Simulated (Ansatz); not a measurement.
WS2 (Tungstenite):

```
CELL_PARAMETERS angstrom
3.18000 0.00000 0.00000
-1.59000 2.75396 0.00000
0.00000 0.00000 12.50000
ATOMIC_POSITIONS crystal
W 0.66667 0.33333 0.75000
W 0.33333 0.66667 0.25000
S 0.66667 0.33333 0.37500
S 0.33333 0.66667 0.87500
S 0.66667 0.33333 0.12500
S 0.33333 0.66667 0.62500
```

Base run:

```yaml
Program: Ansatz 0.2.0
Functional: r2SCAN
Potentials_or_basis: Ansatz PAW
Cutoff: "500 eV (not typed: the program's choice for these potentials)"
k_mesh: 7 × 7 × 3
Occupations: fermi-dirac, width 0.05 eV
Spin: spin-orbit coupling, no magnetisation
```

Its results: band gap on the k mesh 1.20 eV, indirect (least direct gap 2.27 eV); pressure 0.2 GPa; largest force 0.122 eV/Å.

Task: After a change of settings the same cell gave: band gap on the k mesh 1.02 eV, indirect (least direct gap 2.13 eV); pressure -5.7 GPa; largest force 0.361 eV/Å. Which change was it?
A. k mesh from 7 × 7 × 3 to 10 × 10 × 3; spin from spin-orbit coupling, no magnetisation to no spin polarisation; potential files from those of the base run to others of the same set
B. functional from r2SCAN to LDA; cutoff from 500 eV (not typed: the program's choice for these potentials) to 420 eV (not typed: the program's choice for these potentials)
C. functional from r2SCAN to PBEsol; cutoff from 500 eV (not typed: the program's choice for these potentials) to 420 eV (not typed: the program's choice for these potentials)

Result: B.

r2SCAN gives the wider gap, since meta-GGAs in the generalised Kohn-Sham scheme recover part of the derivative discontinuity.

Caveats: the k mesh misses the band edges, so the gap on the mesh is wider than the one along the path; the PAW data sets come from PBE, with cores solved anew for the run's functional, which leaves a small shift of forces and pressure.
